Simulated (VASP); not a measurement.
# NaF (Villiaumite) (Fm-3m) in VASP: notebook, part 3 of 3

VASP 6.6.1. Earlier steps stand in the parts before.

**5. Optical spectrum, PBE**

INCAR

```
SYSTEM = NaF
  ALGO = Fast
  CSHIFT = 0.1
  EDIFF = 1E-6
  ENCUT = 520
  GGA = PE
  ISIF = 2
  ISMEAR = 0
  LASPH = .TRUE.
  LCHARG = .FALSE.
  LOPTICS = .TRUE.
  LREAL = .FALSE.
  LWAVE = .FALSE.
  NBANDS = 39
  NEDOS = 1000
  NELM = 80
  PREC = Accurate
  SIGMA = 0.03
```

KPOINTS

```
k-points
0
G
  10 10 10
  0 0 0
```

POSCAR

```
NaF                                     
1.0
    0.0000000000      2.3140630840      2.3140630840
    2.3140630840      0.0000000000      2.3140630840
    2.3140630840      2.3140630840      0.0000000000
  Na              F             
     1     1
Direct
     0.0000000000000000    0.0000000000000000    0.0000000000000000
     0.5000000000000000    0.5000000000000000    0.5000000000000000
```

Potentials or basis: VASP PAW PBE potentials, release 64 (Na_pv, F).

On the command line:

```bash
$ cat potpaw_PBE.64/Na_pv/POTCAR potpaw_PBE.64/F/POTCAR > POTCAR
$ mpirun -np 1 vasp_std > vasp.out
```

OUTCAR:

```text
SYSTEM = NaF
   EDIFF = 1E-6
   ENCUT = 520
   GGA = PE
   ISIF = 2
   ISMEAR = 0
   LASPH = .TRUE.
   LREAL = .FALSE.
   NELM = 80
   PREC = Accurate

 ion  position               nearest neighbor table
   1  0.000  0.000  0.000-   2 2.31   2 2.31   2 2.31   2 2.31   2 2.31   2 2.31
   2  0.500  0.500  0.500-   1 2.31   1 2.31   1 2.31   1 2.31   1 2.31   1 2.31

  LATTYP: Found a face centered cubic cell.
 ALAT       =     4.6281261680

  Lattice vectors:

 A1 = (   0.0000000000,   2.3140630840,   2.3140630840)
 A2 = (   2.3140630840,   0.0000000000,   2.3140630840)
 A3 = (   2.3140630840,   2.3140630840,   0.0000000000)

Analysis of symmetry for initial positions (statically):
=====================================================================
 Subroutine PRICEL returns:
 Original cell was already a primitive cell.

 Routine SETGRP: Setting up the symmetry group for a
 face centered cubic supercell.

 Subroutine GETGRP returns: Found 48 space group operations
 (whereof 48 operations were pure point group operations)
 out of a pool of 48 trial point group operations.

[... 724 lines left out ...]
      0.00000      0.00000      0.00000         0.000000      0.000000      0.000000
      2.31406      2.31406      2.31406        -0.000000     -0.000000     -0.000000
 -----------------------------------------------------------------------------------
    total drift:                                0.000000     -0.000000      0.000000

  FREE ENERGIE OF THE ION-ELECTRON SYSTEM (eV)
  ---------------------------------------------------
  free  energy   TOTEN  =        -8.5600991045 eV

  energy  without entropy=       -8.5600991045  energy(sigma->0) =       -8.56009910

 electrical conductivity sigma (Mega S m-1) (frequency dependency in vasprun.xml)
  --------------------------------------------------------------------------------------
       0.000       0.000       0.000
       0.000       0.000       0.000
      -0.000       0.000       0.000

  frequency dependent IMAGINARY DIELECTRIC FUNCTION (independent particle, no local field effects) density-density
     E(ev)      X         Y         Z        XY        YZ        ZX
  --------------------------------------------------------------------------------------------------------------
     0.00000    -0.00000    -0.00000    -0.00000     0.00000    -0.00000    -0.00000
     1.07237     0.00000     0.00000     0.00000     0.00000     0.00000     0.00000
     2.14474     0.00000     0.00000     0.00000     0.00000     0.00000     0.00000
     3.21712     0.00000     0.00000     0.00000     0.00000     0.00000     0.00000
     4.28949     0.00000     0.00000     0.00000     0.00000     0.00000     0.00000
     5.36186     0.00000     0.00000     0.00000     0.00000     0.00000     0.00000
[... 92 lines left out ...]
   105.09247     0.00000     0.00000     0.00000     0.00000     0.00000     0.00000
   106.16484     0.00000     0.00000     0.00000     0.00000     0.00000     0.00000

  frequency dependent      REAL DIELECTRIC FUNCTION (independent particle, no local field effects) density-density
     E(ev)        X           Y           Z          XY          YZ          ZX
  --------------------------------------------------------------------------------------------------------------
     0.00000     1.87443     1.87443     1.87443    -0.00000    -0.00000    -0.00000
     1.07237     1.88070     1.88070     1.88070    -0.00000    -0.00000    -0.00000
     2.14474     1.90056     1.90056     1.90056    -0.00000    -0.00000    -0.00000
     3.21712     1.93772     1.93772     1.93772    -0.00000    -0.00000    -0.00000
     4.28949     2.00161     2.00161     2.00161    -0.00000    -0.00000    -0.00000
     5.36186     2.12127     2.12127     2.12127    -0.00000    -0.00000    -0.00000
[... 92 lines left out ...]
   105.09247     0.94153     0.94153     0.94153    -0.00000     0.00000     0.00000
   106.16484     0.94312     0.94312     0.94312    -0.00000     0.00000     0.00000

  frequency dependent IMAGINARY DIELECTRIC FUNCTION (independent particle, no local field effects) current-current
     E(ev)      X         Y         Z        XY        YZ        ZX
  --------------------------------------------------------------------------------------------------------------
     0.00000     0.00000     0.00000     0.00000     0.00000    -0.00000     0.00000
     1.07237     0.00000     0.00000     0.00000     0.00000     0.00000    -0.00000
     2.14474     0.00000     0.00000     0.00000     0.00000     0.00000    -0.00000
     3.21712     0.00000     0.00000     0.00000     0.00000     0.00000    -0.00000
     4.28949     0.00000     0.00000     0.00000     0.00000     0.00000    -0.00000
     5.36186     0.00000     0.00000     0.00000     0.00000     0.00000    -0.00000
[... 92 lines left out ...]
   105.09247     0.00000     0.00000     0.00000     0.00000     0.00000    -0.00000
   106.16484     0.00000     0.00000     0.00000     0.00000     0.00000    -0.00000

  frequency dependent      REAL DIELECTRIC FUNCTION (independent particle, no local field effects) current-current
     E(ev)        X           Y           Z          XY          YZ          ZX
  --------------------------------------------------------------------------------------------------------------
     0.00000     1.87425     1.87425     1.87425    -0.00000    -0.00000     0.00000
     1.07237     1.88046     1.88046     1.88046    -0.00000    -0.00000     0.00000
     2.14474     1.90030     1.90030     1.90030    -0.00000    -0.00000     0.00000
     3.21712     1.93742     1.93742     1.93742    -0.00000    -0.00000     0.00000
     4.28949     2.00122     2.00122     2.00122    -0.00000    -0.00000     0.00000
     5.36186     2.12062     2.12062     2.12062    -0.00000    -0.00000     0.00000
[... 92 lines left out ...]
   105.09247     0.94153     0.94153     0.94153    -0.00000     0.00000    -0.00000
   106.16484     0.94312     0.94312     0.94312    -0.00000     0.00000    -0.00000
```

Run time: 15 s. Hardware: 1 thread of Intel Xeon 6975P-C (Granite Rapids), shared host; peak memory 0.17 GiB.

Results:

```yaml
Free_energy: -8.5601 eV
Pressure: 2.5 GPa
Band_gap_on_the_k_mesh: 6.32 eV, direct
```

Levels at points of the mesh, in eV from the valence-band top:
```tsv
k point	band 5	band 6	band 7	band 8	band 9	band 10
(0.00, 0.00, 0.00)	0.00	0.00	0.00	6.32	19.01	19.01
(0.50, 0.00, 0.00)	-1.60	-0.26	-0.26	10.81	12.50	20.15
(0.50, 0.50, 0.00)	-1.28	-0.41	-0.41	13.19	13.32	13.64
```

Dielectric function (mean over the directions given):
| energy (eV) | real part | imaginary part |
| --- | --- | --- |
| 0.32 | 1.88 | 0.00 |
| 1.29 | 1.88 | 0.00 |
| 2.36 | 1.91 | 0.00 |
| 3.32 | 1.94 | 0.00 |
| 4.40 | 2.01 | 0.00 |
| 5.47 | 2.14 | 0.00 |
| 6.43 | 2.43 | 0.00 |
| 7.51 | 2.59 | 0.00 |
| 8.58 | 1.91 | 0.73 |
| 9.54 | 2.52 | 0.07 |
| 10.62 | 2.16 | 0.12 |
| 11.58 | 1.70 | 0.99 |
| 12.65 | 1.78 | 0.04 |
| 13.73 | 2.30 | 2.13 |
| 14.69 | 0.82 | 1.56 |
| 15.76 | 1.08 | 0.80 |
| 16.84 | 1.12 | 1.59 |
| 17.80 | 1.18 | 0.65 |
| 18.87 | 1.55 | 0.06 |
| 19.95 | 0.98 | 0.80 |

Caveat: spectra need much finer meshes, so this one isn't converged; independent-particle spectra lack excitons.

**6. The runs side by side**

| task | level | potentials or basis | k mesh | monkhorst-Pack mesh | gap on the mesh (eV) | pressure (GPa) |
| --- | --- | --- | --- | --- | --- | --- |
| band structure | LDA | VASP PAW LDA potentials, release 64 (Na_pv, F) | 10 × 10 × 10 | - | 5.98 | -4.3 |
| band structure | r2SCAN | VASP PAW PBE potentials, release 64 (Na_pv, F) | 10 × 10 × 10 | - | 7.19 | -1.8 |
| dielectric tensor | PBE | VASP PAW PBE potentials, release 64 (Na_pv, F) | 16 × 16 × 16 | yes | - | - |
| optical spectrum | PBE | VASP PAW PBE potentials, release 64 (Na_pv, F) | 10 × 10 × 10 | - | 6.32 | 2.5 |

Alike in all rows: no spin polarisation; cell as given; cutoff (eV) 520; smearing gaussian 0.03 eV.

Caveats: the PAW data sets were made with another functional, which shifts forces and pressure a little (some runs); spectra need much finer meshes, so this one isn't converged (some runs); independent-particle spectra lack excitons (some runs).

Total energies depend on the potentials used, so only differences within one code and one set of settings carry meaning.
